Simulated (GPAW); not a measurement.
Sn:

```
CELL_PARAMETERS angstrom
-1.89465 1.89465 1.89465
1.89465 -1.89465 1.89465
1.89465 1.89465 -1.89465
ATOMIC_POSITIONS crystal
Sn 0.00000 0.00000 0.00000
```

This isn't the form of Sn at room conditions, which is tetragonal (white tin).

```yaml
Program: GPAW 26.7.0
Task: relaxation of cell and atoms
Functional: PBEsol
Dispersion: D4
Potentials_or_basis: PAW data sets generated in the run's folder for this functional
Cutoff: 600 eV
Basis: pw
k_mesh: 10 × 10 × 10
Occupations: fermi-dirac, width 0.05 eV
Spin: no spin polarisation
```

At the start: pressure -3.8 GPa; volume 27.20 Å³/atom.

Task: Where does the relaxation end?

Result: Over 4 steps the energy falls by 27.8 meV/atom and the volume is 25.14 Å³/atom (-7.6 %); space group Im-3m (No. 229, to 0.05 Å).

Step by step:
```tsv
step	energy change (eV)	largest force (eV/Å)	pressure (GPa)	volume (Å³)
1	0.0000	0.0000	-3.85	27.20
2	-0.0155	0.0000	-2.69	26.45
3	-0.0276	0.0000	0.47	24.93
4	-0.0278	0.0000	-0.04	25.14
```

Final structure:
```xyz
1
Lattice="-1.8454 1.8454 1.8454 1.8454 -1.8454 1.8454 1.8454 1.8454 -1.8454" Properties=species:S:1:pos:R:3 pbc="T T T"
Sn    0.0000    0.0000    0.0000
```

Caveat: later steps reuse the first step's grids; pairwise dispersion overbinds metals, which lowers pressure and volume.
